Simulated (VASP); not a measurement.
## Results of a VASP single-point calculation on CdTe (strained zincblende)

POSCAR

```
Cd Te
 1.0000000000000000
     0.0000000000000000    3.3127546673000001    3.3127546673000001
     3.3127546673000001    0.0000000000000000    3.3127546673000001
     3.3127546673000001    3.3127546673000001    0.0000000000000000
 Cd  Te
   1   1
Cartesian
  0.0000000000000000  0.0000000000000000  0.0000000000000000
  1.6563773336500001  1.6563773336500001  1.6563773336500001
```

```
gap between bands v and c : 1.06 eV
least direct gap          : 1.06 eV
```

Band v is the last that the valence electrons fill when counted band by band, and c is the next. Levels in eV from the top of v:

```json
{"point": "Γ", "v−1": "0.00", "v": "0.00", "c": "1.06", "c+1": "5.07"}
{"point": "X", "v−1": "-1.69", "v": "-1.69", "c": "2.98", "c+1": "3.01"}
{"point": "K", "v−1": "-2.33", "v": "-1.40", "c": "3.24", "c+1": "4.77"}
{"point": "L", "v−1": "-0.70", "v": "-0.70", "c": "2.15", "c+1": "5.61"}
{"point": "W", "v−1": "-2.13", "v": "-1.98", "c": "4.43", "c+1": "4.95"}
```

Q: Which of these levels of theory gave these results?
A. HSE06
B. PBE
C. PBEsol
D. LDA
E. PBE0
F. r²SCAN
G. PBE with spin–orbit coupling

A: F.

The INCAR was:

```
METAGGA = R2SCAN
SIGMA = 0.01
IBRION = -1
LWAVE = .FALSE.
ENCUT = 520
EDIFF = 1E-7
PREC = Accurate
ALGO = Normal
LCHARG = .FALSE.
LASPH = .TRUE.
LREAL = .FALSE.
NSW = 0
NBANDS = 16
ISIF = 2
ISMEAR = 0
NELM = 120
```
